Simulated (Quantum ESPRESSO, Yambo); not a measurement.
# BAs (F-43m): G0W0 with Yambo, start to end, part 2 of 3

Wanted: ground state, empty states, screening and self-energy for BAs (F-43m).

Quantum ESPRESSO 7.5 and Yambo 5.3.0; PBE and many-body steps on it, plane waves. Known limits of the many-body steps: not at the basis limit; no spin-orbit coupling; coarse k mesh.

So far. Step 2 (Ground state): The gap is indirect, with the least direct gap 2.08 eV higher. Step 3 (Bands along the symmetry lines): The gap is 1.207 eV, as in the run before at this level.

## Step 4: Empty states on the mesh, 4×4×4 mesh, 126 bands

Level of this step: DFT, PBE, plane waves, norm-conserving pseudopotentials (Quantum ESPRESSO).

The sums over transitions need many empty states on a uniform mesh; this step solves for them.

Input file pw.in:

```
&control
  calculation = 'nscf'
  prefix = 'x'
  outdir = 'o'
  pseudo_dir = 'pseudo'
/
&system
  ibrav = 0
  nat = 2
  ntyp = 2
  ecutwfc = 100.0
  nbnd = 126
  force_symmorphic = .true.
/
&electrons
  conv_thr = 1e-9
  electron_maxstep = 80
  diago_full_acc = .true.
  diago_thr_init = 5e-6
/
ATOMIC_SPECIES
  B 10.81 B.upf
  As 74.922 As.upf
CELL_PARAMETERS angstrom
  -0.0000000000 2.3885000000 2.3885000000
  2.3885000000 -0.0000000000 2.3885000000
  2.3885000000 2.3885000000 -0.0000000000
ATOMIC_POSITIONS crystal
  B 0.0000000000 0.0000000000 0.0000000000
  As 0.2500000000 0.2500000000 0.2500000000
K_POINTS automatic
  4 4 4 0 0 0
```

Run with:

```sh
> OMP_NUM_THREADS=1 mpirun -n 4 pw.x -nk 4 -in pw.in > pw.out
```

Output:

```text
[banner, memory and clock lines left out]
Program PWSCF v.7.5 starts

     Atomic positions and unit cell read from directory:
     o/x.save/

     Message from routine setup:
     using ibrav=0 with symmetry is DISCOURAGED, use correct ibrav instead

     G-vector sticks info

     bravais-lattice index     =            0
     lattice parameter (alat)  =       6.3832  a.u.
     unit-cell volume          =     183.9087 (a.u.)^3
     number of atoms/cell      =            2
     number of atomic types    =            2
     number of electrons       =        26.00
     number of Kohn-Sham states=          126
     kinetic-energy cutoff     =     100.0000  Ry
     charge density cutoff     =     400.0000  Ry
     Exchange-correlation= PBE
                           (   1   4   3   4   0   0   0)

     celldm(1)=   6.383210  celldm(2)=   0.000000  celldm(3)=   0.000000
     celldm(4)=   0.000000  celldm(5)=   0.000000  celldm(6)=   0.000000

     crystal axes: (cart. coord. in units of alat)
               a(1) = (  -0.000000   0.707107   0.707107 )
               a(2) = (   0.707107  -0.000000   0.707107 )
               a(3) = (   0.707107   0.707107  -0.000000 )

     reciprocal axes: (cart. coord. in units 2 pi/alat)
               b(1) = ( -0.707107  0.707107  0.707107 )
               b(2) = (  0.707107 -0.707107  0.707107 )
               b(3) = (  0.707107  0.707107 -0.707107 )
     Pseudo is Norm-conserving + core correction, Zval =  3.0
     Generated using ONCVPSP code by D. R. Hamann
     Using radial grid of 1534 points,  4 beta functions with:
     Pseudo is Norm-conserving + core correction, Zval = 23.0
     Generated using ONCVPSP code by D. R. Hamann
     Using radial grid of 1358 points,  6 beta functions with:
     B                 3.00    10.81000     B ( 1.00)
     As               23.00    74.92200     As( 1.00)

     24 Sym. Ops. (no inversion) found

   Cartesian axes

     site n.     atom                  positions (alat units)
         1        B      tau(   1) = (   0.0000000   0.0000000   0.0000000  )
         2        As     tau(   2) = (   0.3535534   0.3535534   0.3535534  )

     number of k points=     8
                       cart. coord. in units 2pi/alat
        k(    1) = (   0.0000000   0.0000000   0.0000000), wk =   0.0312500
        k(    2) = (   0.1767767   0.1767767  -0.1767767), wk =   0.2500000
        k(    3) = (  -0.3535534  -0.3535534   0.3535534), wk =   0.1250000
[...]
k(    7) = (  -0.7071068   0.0000000   0.0000000), wk =   0.0937500
        k(    8) = (  -0.7071068   0.3535534   0.0000000), wk =   0.1875000

     Dense  grid:    24933 G-vectors     FFT dimensions: (  45,  45,  45)

     The potential is recalculated from file :
     o/x.save/charge-density

     Starting wfcs are   17 randomized atomic wfcs +  109 random wfcs

     Band Structure Calculation

     End of band structure calculation

          k = 0.0000 0.0000 0.0000 (  3119 PWs)   bands (ev):

  -173.2770-116.6589-116.6589-116.6589 -23.6917 -23.6917 -23.6917 -23.6720
   -23.6720  -3.2329  12.1652  12.1652  12.1652  15.4540  15.4540  15.4540
    16.8509  21.7655  25.3321  25.3321  26.6220  26.6220  26.6220  31.1379
    41.9864  41.9864  41.9864  49.0114  49.0114  49.0114  49.5648  49.5648
[...]
[... 4 further rows ...]
[...]
133.4463 145.3574 149.7864 149.7864 149.7864 150.8820

          k = 0.1768 0.1768-0.1768 (  3104 PWs)   bands (ev):

  -173.2770-116.6589-116.6589-116.6589 -23.6900 -23.6882 -23.6882 -23.6713
[...]
[... 4 further rows ...]
[...]
142.5273 144.5006 144.5006 145.1532 146.7045 148.0944

          k =-0.3536-0.3536 0.3536 (  3100 PWs)   bands (ev):

  -173.2770-116.6590-116.6589-116.6589 -23.6885 -23.6862 -23.6862 -23.6691
[...]
95.7146  98.7650  98.7650  98.8826  99.4394  99.4394 101.9762 105.4360
     [... 4 further rows ...]
   135.1715 135.1715 136.2609 136.2609 142.7040 145.4044 145.4044 146.1271
   146.3393 146.3393 147.2050 147.2050 147.9381 148.2043

          k = 0.3536 0.0000 0.0000 (  3122 PWs)   bands (ev):

     [... further k-points ...]

     highest occupied, lowest unoccupied level (ev):    12.1652   13.6158

     XML data file, pseudopotentials, collected wavefunctions
```

Elapsed: 7.7 s, on 4 MPI ranks of Arm Neoverse V1, shared host; peak memory 0.33 GiB.

Numbers from this step:

* gap: 1.451 eV
* k of the valence top: 0, 0, 0
* k of the conduction bottom: 0, -0.5, -0.5
* least direct gap: 3.289 eV
* k points computed: 8
* lowest point of the top converged band, above the valence top: 133.3210 eV

On this mesh the gap is 1.451 eV. The earlier step found 1.207 eV, so this mesh misses an edge.

## Step 5: Conversion and set-up

This step: Yambo 5.3.0; conversion and set-up on PBE, plane waves, norm-conserving pseudopotentials.

The states are converted to the many-body program's format and the q mesh is built.

Run with:

```sh
> (cd o/x.save; p2y > p2y.log; mv SAVE ../..); yambo > setup.log
```

Output:

```text
 Yambo, version 5.3.0

 [02] CORE Variables Setup
 =========================

  [02.01] Unit cells
  ==================

  Cell kind             :  FCC
  Atoms in the cell     :  B  As
  number of B  atoms    :  1
  number of As atoms    :  1

  List of atomic masses
  Mass of B     :  10.81000
  Mass of As    :  74.92200

  List of atomic coordinates    : [cc]
  B1       :  0.000000  0.000000  0.000000  order 1
  As1       :  2.256805  2.256805  2.256805  order 2

  Alat factors          :  4.513611  4.513611  4.513611 [a.u.]
  Direct lattice volume :  183.9087 [a.u.]
  Direct lattice vectors:  A[ 1 ]  A[ 2 ]  A[ 3 ]
   A[ 1 ]: -0.000000  1.000000  1.000000  [iru]
  -0.000000  4.513611  4.513611  [cc]
   A[ 2 ]:  1.000000 -0.000000  1.000000  [iru]
   4.513611 -0.000000  4.513611  [cc]
   A[ 3 ]:  1.000000  1.000000 -0.000000  [iru]
   4.513611  4.513611 -0.000000  [cc]

  Recip. lattice volume :  1.348768 [a.u.]
  Recip. lattice vectors:  B[ 1 ]  B[ 2 ]  B[ 3 ]
   B[ 1 ]: -0.500000  0.500000  0.500000  [iku]
  -0.696026  0.696026  0.696026  [cc]
   B[ 2 ]:  0.500000 -0.500000  0.500000  [iku]
   0.696026 -0.696026  0.696026  [cc]
   B[ 3 ]:  0.500000  0.500000 -0.500000  [iku]
   0.696026  0.696026 -0.696026  [cc]

  [02.02] Symmetries
  ==================

  Inversion symmetry    : yes
  Spatial inversion     : no
  Inversion index       :  25
  K-space Time-reversal : yes
  Magnetic symmetries   : no
  Time-reversal derived K-space symmetries:   25   48
  Group table correct   : yes
  Symmetries units      :  [cc]

   [S  1]:   1.0000     -0.32065E-16 -0.32065E-16 -0.32065E-16   1.0000      0.32065E-16  0.32065E-16  0.32065E-16   1.0000
   [S  2]:  -1.0000      0.32065E-16 -0.32065E-16  0.32065E-16  -1.0000      0.32065E-16 -0.32065E-16 -0.32065E-16   1.0000
   [S  3]:  -1.0000     -0.32065E-16  0.32065E-16  0.32065E-16   1.0000     -0.32065E-16 -0.32065E-16  0.32065E-16  -1.0000
[...]
[S  9]: -0.32065E-16   1.0000     -0.32065E-16  0.32065E-16 -0.32065E-16   1.0000       1.0000      0.32065E-16  0.32065E-16
   [S 10]: -0.32065E-16  -1.0000      0.32065E-16  0.32065E-16  0.32065E-16  -1.0000       1.0000     -0.32065E-16 -0.32065E-16
     [... 36 further rows ...]
   [S*47]:   1.0000     -0.32065E-16  0.32065E-16 -0.32065E-16  0.32065E-16  -1.0000      0.32065E-16   1.0000     -0.32065E-16
   [S*48]:   1.0000      0.32065E-16 -0.32065E-16 -0.32065E-16 -0.32065E-16   1.0000      0.32065E-16  -1.0000      0.32065E-16

  [02.03] Reciprocal space
  ========================

  nG shells         :  278
  nG charge         :  24933
  nG WFs            :   3817
  nC WFs            :  3138
  G-vecs. in first 27 shells:  [ Number ]
     1    9   15   27   51   59   65   89  113
    137   169   181   229   259   283   307   331   339
    387   411   459   531   537   561   609   645   701
  ...
  Shell energy in first 27 shells:  [ mHa ]
[...]
K/Q-points units:
  rlu = crystal or reduced units; cc = cartesian coordinates; iku = interal k-units

  K [1]          [rlu]:  0.000000  0.000000  0.000000
         WF components:  3119
  K [2]          [rlu]: -0.46518E-17 -0.46518E-17  0.25000
         WF components:  3104
  K [3]          [rlu]:  0.93037E-17  0.93037E-17 -0.50000
         WF components:  3100
  K [4]          [rlu]:  0.14504E-17  0.25000      0.25000
         WF components:  3122
  K [5]          [rlu]: -0.16785E-17  0.25000     -0.50000
         WF components:  3116
  [... 2 further k-points ...]
  K [8]          [rlu]:  0.250000 -0.500000 -0.250000
         WF components:  3112

  [02.05] Energies & Occupations
  ==============================

  [X] === General ===
  [X] Electronic Temperature                        :  0.000000  0.000000 [eV K]
  [X] Bosonic    Temperature                        :  0.000000  0.000000 [eV K]
  [X] Finite Temperature mode                       : no
  [X] El. density                                   :  0.95404E+24 [cm-3]
  [X] Fermi Level                                   :  12.16515 [eV]

  [X] === Gaps and Widths ===
  [X] Conduction Band Min                           :  1.450685 [eV]
  [X] Valence Band Max                              :  0.000000 [eV]
  [X] Filled Bands                                  :  13
  [X] Empty Bands                                   :   14  126
  [X] Direct Gap                                    :  3.288876 [eV]
  [X] Direct Gap localized at k                     :  1
  [X] Indirect Gap                                  :  1.450685 [eV]
  [X] Indirect Gap between kpts                     :   1   7
  [X] Last valence band width                       :  5.185469 [eV]
  [X] 1st conduction band width                     :  3.822368 [eV]

  E @ K [1]:  [eV]
  -185.4422 -128.8241 -128.8241 -128.8241  -35.8568  -35.8568  -35.8568  -35.8372
   -35.837      -15.398     -0.35792E-09 -0.28258E-09   0.0000       3.2889       3.2889       3.2889
    4.68571   9.60039  13.16699  13.16699  14.45680  14.45680  14.45680  18.97276
[...]
occ @ K [1]
[...]
E @ K [2]:  [eV]
[...]
occ @ K [2]
[...]
E @ K [3]:  [eV]
[...]
occ @ K [3]
[...]
E @ K [4]:  [eV]
[...]
occ @ K [4]
[...]
E @ K [5]:  [eV]
[...]
occ @ K [5]
[...]
[... 2 further k-points ...]
  E @ K [8]:  [eV]
[...]
occ @ K [8]
[...]
0.000000  0.000000  0.000000  0.000000  0.000000  0.000000  0.000000  0.000000
   0.000000  0.000000  0.000000  0.000000  0.000000  0.000000  0.000000  0.000000

 [03] Transferred momenta grid and indexing
 ==========================================

 IBZ Q-points                                      :   8
 BZ  Q-points                                      :   64

 K/Q-points units:
 rlu = crystal or reduced units; cc = cartesian coordinates; iku = interal k-units

 Q [1]          [rlu]:  0.000000  0.000000  0.000000
 Q [2]          [rlu]:  0.31652E-17  0.31652E-17  0.25000
 Q [3]          [rlu]: -0.63303E-17 -0.63303E-17 -0.50000
[...]
Q [7]          [rlu]:  0.36976E-16 -0.50000     -0.50000
 Q [8]          [rlu]:  0.250000 -0.500000 -0.250000

  [03.01] X indexes
  =================

   [03.01.01] Sigma indexes
   ========================

 [06] Game Over & Game summary
```

Run time: 2.5 s. Hardware: 1 MPI rank; peak memory 0.24 GiB.

(Continued in part 3 of 3.)

[Paths, hosts, dates, memory and timing lines, banners, echoed tables and standing remarks are left out of the program output.]

[Logs are printed without paths, hosts, clocks, repeated set-up lines and the standing remarks that a program may print on its own settings, such as how far it seeks lower states.]

[Runs of the session that timed out or met a known fault of the program may be left out.]

[Hosts, paths, dates, database ids (printed as entryN), source tags and the programs' standing remarks are cut or masked in the printed files.]
